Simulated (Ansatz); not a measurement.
# HRh12: the cost of one run

Method: DFT PBE, scalar-relativistic, plane waves, PAW, in Ansatz 0.2.0.

3 further runs of the same task are left out: 3 set aside as unsound or not needed.

## 1. The structure to begin with

Symmetry: Fm-3m, No. 225, cubic system. The conventional cell has a = 3.830 Å, b = 3.830 Å, c = 3.830 Å, α = 90.00°, β = 90.00°, γ = 90.00°. Rh (site symmetry m-3m) is surrounded by 12 Rh at 2.71 Å.

Coordinates:

```
CELL_PARAMETERS angstrom
0.00000 1.91505 1.91505
1.91505 0.00000 1.91505
1.91505 1.91505 0.00000
ATOMIC_POSITIONS crystal
Rh 0.00000 0.00000 0.00000
```

It is the result of an earlier relaxation at this level (volume 14.05 Å³/atom; gap on the mesh: none (metal)).

## 5. Setting up the map

Atoms count from 1 in the order of the input.

H is moved over the surface cell; relaxed at each place: the height of the adsorbate's atoms; substrate rigid; the origin of the map has the adsorbate above Rh9.

- position of H13 along the first surface vector, from above Rh9: 6 values from 0.000 to 0.833, periodic
- position of H13 along the second surface vector, from above Rh9: 6 values from 0.000 to 0.833, periodic

Relaxed at each point: the height of the adsorbate's atoms; substrate rigid. Points are written as (first, second).

The two vectors of the plane (Å): (2.708, 0.000, 0.000); (-1.354, 2.345, 0.000).

(The set-up runs are not shown.)

## 6. Point (0/6, 0/6) of the map's two axes

input.yaml reads:

```yaml
crystal:
  lattice:
    - [5.4165863251, 0.0, 0.0]
    - [-2.7082931626, 4.6909013593, 0.0]
    - [0.0, 0.0, 19.7966118206]
  atoms:
    - { symbol: Rh, position: [0.3333333333, 0.1666666667, 0.2020547777] }
    - { symbol: Rh, position: [0.3333333333, 0.6666666667, 0.2020547777] }
    - { symbol: Rh, position: [0.8333333333, 0.1666666667, 0.2020547777] }
    - { symbol: Rh, position: [0.8333333333, 0.6666666667, 0.2020547777] }
    - { symbol: Rh, position: [0.1666666667, 0.3333333333, 0.3106031918] }
    - { symbol: Rh, position: [0.1666666667, 0.8333333333, 0.3106031918] }
    - { symbol: Rh, position: [0.6666666667, 0.3333333333, 0.3106031918] }
    - { symbol: Rh, position: [0.6666666667, 0.8333333333, 0.3106031918] }
    - { symbol: Rh, position: [0.0, 0.0, 0.4190925142] }
    - { symbol: Rh, position: [0.0, 0.5, 0.4190925142] }
    - { symbol: Rh, position: [0.5, 0.0, 0.4190925142] }
    - { symbol: Rh, position: [0.5, 0.5, 0.4190925142] }
    - { symbol: H, position: [0.0, 0.0, 0.5069863425] }
basis:
  ecutwfc: 420
kpoints:
  mp_grid: { grid: [6, 6, 1] }
hamiltonian:
  xc: pbe
  pseudopotentials: { kind: paw, azcp: { folder: soft_1 } }
scf:
  occupations: { method: gaussian, width: 0.1 }
output:
  forces: true
  eigenvalues: true
relax:
  adjacent_minimum: "off"
  f_tol: 0.025
  max_steps: 16
  constraints:
    - { sites: [0, 1, 2, 3, 4, 5, 6, 7, 8, 9, 10, 11] }
    - { sites: [12], fix: xy }
efield:
  axis: 3
  dipole_correction: true
  ramp_width: 0.04
```

Command:

```bash
ansatz run input.yaml --threads 4 --pin off --max-ram 12288MiB --backend cpu --events-out ev --progress --plain --runs-dir out
```

Q: Estimate wall time and peak memory on 4 threads of Arm Neoverse V2, shared host.

About 37 s, with a peak of 1.5 GiB.
